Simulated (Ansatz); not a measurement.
# AlAs (F-43m): converging a phonon calculation, part 4 of 4

Wanted: convergence of the phonons of AlAs (F-43m) against cost.

Ansatz 0.2.0; DFT PBE, scalar-relativistic, plane waves, PAW.

So far. Step 11 (Another k mesh, q mesh 2×2×2): The highest optical mode at the zone centre (no LO-TO term) is 345.5 cm⁻¹, +0.0 cm⁻¹ against the base run. Step 12 (Another k mesh, k-mesh 12×12×12, q mesh 2×2×2): The highest optical mode at the zone centre (no LO-TO term) is 345.5 cm⁻¹, -0.0 cm⁻¹ against the base run. The relaxed cell has a = 5.728 Å (conventional setting).

## 16. Another cutoff, cutoff 290 eV, q mesh 2×2×2

The cutoff is set to 290 eV on a small fixed q mesh.

Contents of input.yaml:

```yaml
crystal:
  lattice:
    - [0.0, 2.8641712014, 2.8641712014]
    - [2.8641712014, 0.0, 2.8641712014]
    - [2.8641712014, 2.8641712014, 0.0]
  atoms:
    - { symbol: Al, position: [0.0, 0.0, 0.0] }
    - { symbol: As, position: [0.25, 0.25, 0.25] }
kpoints:
  mp_grid: { grid: [8, 8, 8] }
hamiltonian:
  xc: pbe
scf:
  occupations: { method: fixed }
output:
  eigenvalues: true
phonons:
  method: dfpt
  qmesh: [2, 2, 2]
  temperatures: { t_max: 1000, t_step: 50 }
  qpath:
    path:
      - [[0.0, 0.0, 0.0], [-0.5, -0.5, 0.0], [-0.375, -0.375, 0.25]]
      - [[-0.375, 0.0, 0.375], [0.0, 0.0, 0.0], [0.0, 0.0, 0.5], [-0.5, -0.25, 0.25], [-0.5, -0.5, 0.0]]
    npoints: 10
basis:
  ecutwfc: 290
```

On the command line:

```console
$ ansatz run input.yaml --threads 4 --pin off --max-ram 7168MiB --backend cpu --events-out ev --progress --plain --runs-dir out
```

Numbers of over 12 decimals in the logs are rounded to 6 here.

Output:

```text
[...]
Crystal: 2 atoms, lattice volume = 46.992 Å³
Basis set: ecut = 290 eV, 531 PW (Γ), exchange–correlation on 48×48×48 points (8 copies of the dense FFT grid, shifted against one another)
Bands: 13, of which v1, the nominal top of the filled ones, is band 9 counted from 1 (8 counted from 0)
Symmetry: 24 space group operations
k-points: 29 of 512 (time reversal used)
[...]
SCF iter   1: F=—  HF=-5394.471338 eV  |F-HF|=—  |Δ(HF+E_count)|=         —  Δρ=2.25e-3  dr2=2.78e-3  ethr=1.77e-3  ⟨swp⟩=4.3  Hψ=1894  notcnv=0  defer=35
[...]
SCF iter   7: F=-5394.466784 eV  HF=-5394.466784 eV  |F-HF|=9.09e-13  |Δ(HF+E_count)|=  4.60e-10  Δρ=7.33e-8  dr2=1.28e-12  ethr=1.00e-12  ⟨swp⟩=4.1  Hψ=1803  notcnv=0
SCF 1 converged in 7 iterations: F = -5394.466784 eV  dr2 = 1.28e-12
[...]
k-points: 95 of 512 (irreducible under 4 space group operations, time reversal used)
[...]
SCF iter   3: F=-5394.466784 eV  HF=-5394.466784 eV  |F-HF|=0.00e0  |Δ(HF+E_count)|=  3.64e-12  Δρ=5.42e-8  dr2=7.66e-13  ethr=1.00e-12  ⟨swp⟩=1.0  Hψ=2850  notcnv=0
SCF 2 converged in 3 iterations: F = -5394.466784 eV  dr2 = 7.66e-13
[...]
Bands: 10, of which v1, the nominal top of the filled ones, is band 9 counted from 1 (8 counted from 0)
k-points: 110
[...]
Eigensolver: Dense (110 Hₖ)
SCF iter   1: F=—  HF=-5394.594389 eV  |F-HF|=—  |Δ(HF+E_count)|=         —  Δρ=1.04e-3  dr2=1.14e-4  ethr=1.00e-1
[...]
SCF iter   5: F=-5394.590797 eV  HF=-5394.590797 eV  |F-HF|=8.74e-9  |Δ(HF+E_count)|=   9.06e-7  Δρ=6.62e-6  dr2=9.10e-9  ethr=1.54e-8
SCF 1 converged in 5 iterations: F = -5394.590797 eV  dr2 = 9.10e-9
[...]
SCF converged after 7 iterations
Free energy (F): -5394.466784 eV
[...]
Internal energy: -5394.466784 eV  (E = F + TS)
E sigma→0 (E₀):  -5394.466784 eV
Fermi energy:    5.987221 eV
[...]
--- Band table (eV; the first three rows and the last of 29) ---
  k-point 0: bands = [... 5 lower, -5.6876, 5.9872, 5.9872, 5.9872, 7.7461, 10.2448, 10.2448, 10.2448]
  k-point 1: bands = [... 5 lower, -5.5418, 4.5617, 5.8335, 5.8335, 8.5575, 10.5161, 10.5161, 10.5870]
  k-point 2: bands = [... 5 lower, -5.1389, 2.6661, 5.5280, 5.5280, 8.4547, 10.8596, 10.8596, 12.2372]
  k-point 28: bands = [... 5 lower, -3.8058, 0.9950, 2.9534, 3.2953, 10.3064, 11.4527, 11.5849, 12.0304]
[...]
ASR residual: 1.562e-4 → 0.000e0 eV/Å²; symmetrization residual: 1.547e-6 eV/Å²
  ASR residual per site (eV/Å²): 1.56e-4 4.99e-5
  Γ frequencies (cm⁻¹): 0.00 0.00 0.00 344.08 344.08 344.08
[...]
ε∞ (high-frequency dielectric tensor):
        9.502304     0.000000     0.000000
        0.000000     9.502304     0.000000
        0.000000     0.000000     9.502304
[...]
Born effective charges Z* (e; rows j = field, columns β = displacement):
    site 0:
         2.17372    0.00000   -0.00000
        -0.00000    2.17372    0.00000
         0.00000    0.00000    2.17372
    site 1:
        -2.17372   -0.00000    0.00000
         0.00000   -2.17372   -0.00000
        -0.00000   -0.00000   -2.17372
  Z* charge neutrality: 2.038e-3 e pre-enforcement
[...]
optical modes at Γ without the LO–TO term, one row a degenerate level:
      ω (cm⁻¹)  modes    IR ((D/Å)²/amu)
        344.08      3            16.4856
  optical modes at Γ + LO–TO along q̂ = [1.0000, 0.0000, 0.0000]:
      ω (cm⁻¹)  modes    IR ((D/Å)²/amu)
        344.08      2            10.9904
        380.32      1             5.4952
  optical modes at Γ + LO–TO along q̂ = [0.0000, 1.0000, 0.0000]:
      ω (cm⁻¹)  modes    IR ((D/Å)²/amu)
        344.08      2            10.9904
        380.32      1             5.4952
  optical modes at Γ + LO–TO along q̂ = [0.0000, 0.0000, 1.0000]:
      ω (cm⁻¹)  modes    IR ((D/Å)²/amu)
        344.08      2            10.9904
        380.32      1             5.4952
--- Phonons (arbitrary-q DFPT): 3 irreducible q on the 2×2×2 mesh ---
[...]
interpolated dispersion: 63 rows × 6 modes
[...]
```

It took 38 s on 4 threads of Arm Neoverse V1, shared host; peak memory 0.91 GiB; 2.4 min of CPU time.

The run finished; it serves as a test, and its numbers are not taken as the result.

## 17. Another cutoff, cutoff 360 eV, q mesh 2×2×2

The cutoff is set to 360 eV on a small fixed q mesh.

input.yaml: that of step 16 with these lines changed.

```diff
@@ -26,2 +26,2 @@
 basis:
-  ecutwfc: 290
+  ecutwfc: 360
```

Output:

```text
[...]
Crystal: 2 atoms, lattice volume = 46.992 Å³
Basis set: ecut = 360 eV, 725 PW (Γ), exchange–correlation on 54×54×54 points (8 copies of the dense FFT grid, shifted against one another)
Bands: 13, of which v1, the nominal top of the filled ones, is band 9 counted from 1 (8 counted from 0)
Symmetry: 24 space group operations
k-points: 29 of 512 (time reversal used)
[...]
optical modes at Γ + LO–TO along q̂ = [0.0000, 1.0000, 0.0000]:
      ω (cm⁻¹)  modes    IR ((D/Å)²/amu)
        345.41      2            10.8798
        381.18      1             5.4399
  optical modes at Γ + LO–TO along q̂ = [0.0000, 0.0000, 1.0000]:
      ω (cm⁻¹)  modes    IR ((D/Å)²/amu)
        345.41      2            10.8798
        381.18      1             5.4399
--- Phonons (arbitrary-q DFPT): 3 irreducible q on the 2×2×2 mesh ---
[...]
interpolated dispersion: 63 rows × 6 modes
[...]
[key lines of the parts left out:]
SCF converged after 8 iterations
Free energy (F): -5394.606992 eV
Fermi energy:    5.984698 eV
```

Run time: 26 s. Hardware: 4 threads; peak memory 0.65 GiB; 95 s of CPU time.

Frequencies (cm⁻¹) solved at each irreducible wavevector; negative means imaginary. Frequencies by wavevector, by row:

```
q in reciprocal lattice units  star  mode 1  mode 2  mode 3  mode 4  mode 5  mode 6
                        0 0 0     1       0       0       0   345.4   345.4   345.4
                     0 0 -0.5     4    73.2    73.2   204.4     333     333   353.4
                  0 -0.5 -0.5     3    97.7    97.7   206.7   314.8   314.8   375.7
```

The highest optical mode at the zone centre (no LO-TO term) is 345.4 cm⁻¹, -0.1 cm⁻¹ against the base run.

## 18. Another cutoff, cutoff 550 eV, q mesh 2×2×2

The cutoff is set to 550 eV on a small fixed q mesh.

input.yaml: that of step 17 with these lines changed.

```diff
@@ -26,2 +26,2 @@
 basis:
-  ecutwfc: 360
+  ecutwfc: 550
```

Output:

```text
[...]
Crystal: 2 atoms, lattice volume = 46.992 Å³
Basis set: ecut = 550 eV, 1363 PW (Γ), exchange–correlation on 64×64×64 points (8 copies of the dense FFT grid, shifted against one another)
Bands: 13, of which v1, the nominal top of the filled ones, is band 9 counted from 1 (8 counted from 0)
Symmetry: 24 space group operations
k-points: 29 of 512 (time reversal used)
[...]
optical modes at Γ + LO–TO along q̂ = [0.0000, 1.0000, 0.0000]:
      ω (cm⁻¹)  modes    IR ((D/Å)²/amu)
        345.50      2            10.8731
        381.25      1             5.4365
  optical modes at Γ + LO–TO along q̂ = [0.0000, 0.0000, 1.0000]:
      ω (cm⁻¹)  modes    IR ((D/Å)²/amu)
        345.50      2            10.8731
        381.25      1             5.4365
--- Phonons (arbitrary-q DFPT): 3 irreducible q on the 2×2×2 mesh ---
[...]
interpolated dispersion: 63 rows × 6 modes
[...]
[key lines of the parts left out:]
SCF converged after 8 iterations
Free energy (F): -5394.615363 eV
Fermi energy:    5.983913 eV
```

Run time: 33 s. Hardware: 4 threads; peak memory 0.7 GiB; 2.1 min of CPU time.

The highest optical mode at the zone centre (no LO-TO term) is 345.5 cm⁻¹, -0.0 cm⁻¹ against the base run.

## 19. What came out

```
mean frequency, q mesh 2×2×2                                             : 230 cm⁻¹
mean frequency, q mesh 3×3×3                                             : 229 cm⁻¹
mean frequency, q mesh 6×6×6                                             : 228 cm⁻¹
highest optical mode at the zone centre (no LO-TO term), k-mesh 2×2×2    : 353 cm⁻¹
highest optical mode at the zone centre (no LO-TO term), k-mesh 4×4×4    : 347 cm⁻¹
highest optical mode at the zone centre (no LO-TO term), k-mesh 6×6×6    : 346 cm⁻¹
highest optical mode at the zone centre (no LO-TO term), k-mesh 8×8×8    : 346 cm⁻¹
highest optical mode at the zone centre (no LO-TO term), k-mesh 12×12×12 : 345 cm⁻¹
highest optical mode at the zone centre (no LO-TO term), cutoff 170 eV   : 336 cm⁻¹
highest optical mode at the zone centre (no LO-TO term), cutoff 230 eV   : 354 cm⁻¹
highest optical mode at the zone centre (no LO-TO term), cutoff 290 eV   : 344 cm⁻¹
highest optical mode at the zone centre (no LO-TO term), cutoff 360 eV   : 345 cm⁻¹
highest optical mode at the zone centre (no LO-TO term), cutoff 550 eV   : 346 cm⁻¹
```

What this shows: Over the whole q mesh series, coarse runs included, the mean frequency runs from 228.4 to 230.2 cm⁻¹; from 2×2×2 on it stays within 1.8 cm⁻¹ of the finest run (6×6×6), against a tolerance of 2.3. The k mesh changes along this series too, so part of the change is its. Over the whole k mesh series, coarse runs included, the lowest mode on the q mesh (acoustic modes at Γ apart) runs from -13.3 to 73.4 cm⁻¹; from 6×6×6 on all solved modes stay within 0.9 cm⁻¹ of the finest run (12×12×12), against a tolerance of 3.8. Over the whole cutoff series, coarse runs included, the lowest mode on the q mesh (acoustic modes at Γ apart) runs from 62.6 to 73.3 cm⁻¹; from 290 eV on all solved modes stay within 1.4 cm⁻¹ of the finest run (550 eV), against a tolerance of 3.8. All runs share the cell relaxed at the base settings, which is not exactly at rest under another k mesh or cutoff. The program warns that the interpolation holds no quadrupole term, so branches close to Γ can be off in this crystal. These are harmonic frequencies at zero temperature: anharmonic shifts, linewidths and thermal expansion are left out.

[Logs are printed without paths, hosts, clocks, repeated set-up lines and the standing remarks that a program may print on its own settings, such as how far it seeks lower states.]

[Hosts, paths, dates, database ids (printed as entryN), source tags and the programs' standing remarks are cut or masked in the printed files.]
